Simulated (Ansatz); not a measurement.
# HfN: the cost of one run

Method: DFT r2SCAN, scalar-relativistic, plane waves, PAW, in Ansatz 0.2.0.

1 further run of the same task is left out (it didn't finish).

## (1) Starting point

The structure is cubic, space group Fm-3m (No. 225). The conventional cell has a = 4.512 Å, b = 4.512 Å, c = 4.512 Å, α = 90.00°, β = 90.00°, γ = 90.00°. Hf (site symmetry m-3m) is surrounded by 6 N at 2.26 Å. Around N (site symmetry m-3m) lie 6 Hf at 2.26 Å.

Structure file:

```cif
data_structure
_symmetry_space_group_name_H-M 'P 1'
_symmetry_Int_Tables_number 1
_cell_length_a 3.1903
_cell_length_b 3.1903
_cell_length_c 3.1903
_cell_angle_alpha 60.000
_cell_angle_beta 60.000
_cell_angle_gamma 60.000
_cell_volume 22.96
loop_
_atom_site_label
_atom_site_type_symbol
_atom_site_fract_x
_atom_site_fract_y
_atom_site_fract_z
_atom_site_occupancy
Hf1 Hf 0.00000 0.00000 0.00000 1
N1 N 0.50000 0.50000 0.50000 1
```

This is candidate A: structure listed in a database for this formula (Fm-3m, No. 225).

(A quick probe on a coarse mesh, which set the mesh and smearing, is not shown.)

## (3) The relaxation (candidate A)

Contents of input.yaml:

```yaml
crystal:
  lattice:
    - [0.0, 2.2558601243, 2.2558601243]
    - [2.2558601243, 0.0, 2.2558601243]
    - [2.2558601243, 2.2558601243, 0.0]
  atoms:
    - { symbol: Hf, position: [0.0, 0.0, 0.0] }
    - { symbol: "N", position: [0.5, 0.5, 0.5] }
basis:
  ecutwfc: 500
kpoints:
  mp_grid: { grid: [22, 22, 22] }
hamiltonian:
  xc: r2scan
scf:
  occupations: { method: gaussian, width: 0.1 }
output:
  forces: true
  stress: true
  eigenvalues: true
relax:
  adjacent_minimum: "off"
  f_tol: 0.01
  max_steps: 80
  cell: { stress_tol: 0.05 }
```

Launch:

```
$ ansatz run input.yaml --threads 1 --pin off --max-ram 3072MiB --backend cpu --events-out ev --progress --plain --runs-dir out
```

Q: Estimate wall time and peak memory on 1 thread of Arm Neoverse V2, shared host.

About 73 s, with a peak of 0.52 GiB.
